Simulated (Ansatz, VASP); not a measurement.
# Se: VASP beside Ansatz

```xyz
1
Lattice="2.7066 0.0000 0.0000 0.0000 2.7066 0.0000 0.0000 0.0000 2.7066" Properties=species:S:1:pos:R:3 pbc="T T T"
Se    0.0000    0.0000    0.0000
```

Alike in both runs: task single point; functional PBE; k mesh 14 × 14 × 14; occupations gaussian, width 0.1 eV; no spin polarisation.

|  | VASP | Ansatz |
| --- | --- | --- |
| version | VASP 6.6.1 | Ansatz 0.2.0 |
| potentials or method | VASP PAW PBE potentials, release 64 (Se) | scalar-relativistic, plane waves, PAW |
| plane-wave cutoff (eV) | 520 | 420 |
| valence electrons in the cell | 6 | 16 |

```csv
,VASP,Ansatz,Ansatz less VASP
gap on the k mesh at the Fermi level (eV),none,none,-
pressure (GPa),12.8,12.7,-0.09
```

A gap of «none» marks a metal or a gap that the smearing closes. The two sets of potentials don't hold the same shells in valence.
